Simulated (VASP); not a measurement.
# TiAl: convergence, equation of state

TiAl, Pm-3m (no. 221), 2 atoms in the cell. PBEsol; PAW potentials Ti_sv, Al (PBE set). VASP 6.6.1.

Wanted: equilibrium volume within 0.5 %; bulk modulus within 2.5 %.

What the run is for: choice of potentials; Accuracy asked: standard; Volumes (times the given one): 0.91, 0.94, 0.97, 1, 1.03, 1.06, 1.09.

## Potentials and cutoff

| Potentials and cutoff | Equilibrium volume (Å³/atom) | Bulk modulus (GPa) | Time (s) |
|---|---|---|---|
| Ti_sv_GW Al_GW, ENCUT 620 | 15.71 | 118.7 | 274 |
| Ti_sv Al, ENCUT 450 | 15.73 | 117.9 | 100 |
| Ti Al, ENCUT 450 | 15.7 | 122.3 | 73 |

Chosen: Ti_sv Al, ENCUT 450, the fastest of those that stay within the tolerance.

## All choices together

| Input | Equilibrium volume (Å³/atom) | Bulk modulus (GPa) | Time (s) |
|---|---|---|---|
| chosen settings | 15.73 | 117.9 | 100 |
| reference settings throughout | 15.71 | 118.7 | 274 |

The tolerance is met.

## The input

INCAR:
```
GGA = PS
ISMEAR = 1
SIGMA = 0.1
LWAVE = F
LCHARG = F
ISIF = 2
NSW = 0
ENCUT = 450
PREC = Accurate
LASPH = T
LREAL = F
ALGO = Normal
EDIFF = 1E-7
NELM = 120
GGA_COMPAT = F
```

KPOINTS:
```
k-points
0
Gamma
  10 10 10
```

POSCAR.step1:
```
TiAl
1.0
    3.0806786718      0.0000000000      0.0000000000
    0.0000000000      3.0806786718      0.0000000000
    0.0000000000      0.0000000000      3.0806786718
Ti Al
1 1
Direct
    0.0000000000      0.0000000000      0.0000000000
    0.5000000000      0.5000000000      0.5000000000
```

POSCAR.step2:
```
TiAl
1.0
    3.1141669331      0.0000000000      0.0000000000
    0.0000000000      3.1141669331      0.0000000000
    0.0000000000      0.0000000000      3.1141669331
Ti Al
1 1
Direct
    0.0000000000      0.0000000000      0.0000000000
    0.5000000000      0.5000000000      0.5000000000
```

POSCAR.step3:
```
TiAl
1.0
    3.1469500468      0.0000000000      0.0000000000
    0.0000000000      3.1469500468      0.0000000000
    0.0000000000      0.0000000000      3.1469500468
Ti Al
1 1
Direct
    0.0000000000      0.0000000000      0.0000000000
    0.5000000000      0.5000000000      0.5000000000
```

POSCAR.step4:
```
TiAl
1.0
    3.1790640000      0.0000000000      0.0000000000
    0.0000000000      3.1790640000      0.0000000000
    0.0000000000      0.0000000000      3.1790640000
Ti Al
1 1
Direct
    0.0000000000      0.0000000000      0.0000000000
    0.5000000000      0.5000000000      0.5000000000
```

POSCAR.step5:
```
TiAl
1.0
    3.2105419283      0.0000000000      0.0000000000
    0.0000000000      3.2105419283      0.0000000000
    0.0000000000      0.0000000000      3.2105419283
Ti Al
1 1
Direct
    0.0000000000      0.0000000000      0.0000000000
    0.5000000000      0.5000000000      0.5000000000
```

POSCAR.step6:
```
TiAl
1.0
    3.2414144177      0.0000000000      0.0000000000
    0.0000000000      3.2414144177      0.0000000000
    0.0000000000      0.0000000000      3.2414144177
Ti Al
1 1
Direct
    0.0000000000      0.0000000000      0.0000000000
    0.5000000000      0.5000000000      0.5000000000
```

POSCAR.step7:
```
TiAl
1.0
    3.2717097663      0.0000000000      0.0000000000
    0.0000000000      3.2717097663      0.0000000000
    0.0000000000      0.0000000000      3.2717097663
Ti Al
1 1
Direct
    0.0000000000      0.0000000000      0.0000000000
    0.5000000000      0.5000000000      0.5000000000
```

Commands (each step's output is kept before the next begins):
```
cat potpaw_PBE.64/Ti_sv/POTCAR potpaw_PBE.64/Al/POTCAR > POTCAR
cp POSCAR.step1 POSCAR
mpirun -np 1 vasp_std > vasp.out
cp POSCAR.step2 POSCAR
mpirun -np 1 vasp_std > vasp.out
cp POSCAR.step3 POSCAR
mpirun -np 1 vasp_std > vasp.out
cp POSCAR.step4 POSCAR
mpirun -np 1 vasp_std > vasp.out
cp POSCAR.step5 POSCAR
mpirun -np 1 vasp_std > vasp.out
cp POSCAR.step6 POSCAR
mpirun -np 1 vasp_std > vasp.out
cp POSCAR.step7 POSCAR
mpirun -np 1 vasp_std > vasp.out
```

Limits: Total energies under different potentials can't be compared; the cell and the gap can.

The chosen input took VASP 6.6.1 100 s on 1 core (Intel Xeon Platinum 8488C (Sapphire Rapids)), a shared host.
